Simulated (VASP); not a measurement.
**CaSe: relaxation of cell and atoms with LDA**

The system is CaSe.

```
Ca Se
1.0
     0.00000    2.94500    2.94500
     2.94500    0.00000    2.94500
     2.94500    2.94500    0.00000
Ca Se
1 1
Direct
  0.00000 0.00000 0.00000
  0.50000 0.50000 0.50000
```

The cell was built by a generator and needn't be a form met in nature.

- Program: VASP 6.6.1
- Task: relaxation of cell and atoms
- Functional: LDA
- Potentials or basis: VASP PAW LDA potentials, release 64 (Ca_sv, Se)
- Cutoff: 600 eV
- k mesh: 8 × 8 × 8
- Occupations: gaussian, width 0.02 eV
- Spin: no spin polarisation
- Further INCAR settings: ALGO = Normal; EDIFF = 1e-07; IBRION = 2; EDIFFG = -0.005; NSW = 40; ISIF = 3

```
Relaxed volume                         : 24.40 Å³/atom
Relaxed cell                           : a = 4.102 Å, b = 4.102 Å, c = 4.102 Å, α = 60.00°, β = 60.00°, γ = 60.00°
Space group after relaxing (to 0.05 Å) : Fm-3m (No. 225)
Energy gained by relaxing              : 8.7 meV/atom
Ionic steps                            : 3
Pressure after relaxing                : 0.0 GPa
Band gap on the k mesh                 : 1.71 eV, indirect (least direct gap 2.71 eV)
```

Step by step:
| step | energy change (eV) | largest force (eV/Å) | pressure (GPa) | volume (Å³) |
| --- | --- | --- | --- | --- |
| 1 | 0.0000 | 0.0000 | -2.37 | 51.08 |
| 2 | -0.0166 | 0.0000 | 0.57 | 48.34 |
| 3 | -0.0175 | 0.0000 | 0.00 | 48.81 |

Final structure:
```yaml
crystal:
  lattice:
    - [0.00000, 2.90062, 2.90062]
    - [2.90062, 0.00000, 2.90062]
    - [2.90062, 2.90062, 0.00000]
  atoms:
    - { symbol: Ca, position: [0.00000, 0.00000, 0.00000] }
    - { symbol: Se, position: [0.50000, 0.50000, 0.50000] }
```

Levels at points of the mesh, in eV from the valence-band top:
```csv
k point,band 6,band 7,band 8,band 9,band 10,band 11
"(0.00, 0.00, 0.00)",0.00,0.00,0.00,3.43,3.51,3.51
"(0.50, 0.00, 0.00)",-3.57,-1.36,-1.36,4.47,5.48,5.49
"(0.50, 0.50, 0.00)",-2.69,-1.00,-1.00,1.71,5.02,5.10
```

It took 58 s on 1 thread of Intel(R) Xeon(R) Platinum 8488C (Sapphire Rapids) (shared host), peak memory 0.19 GiB.

A k mesh can miss the band edges. LDA gaps usually lie below the measured ones, often by a third to a half.
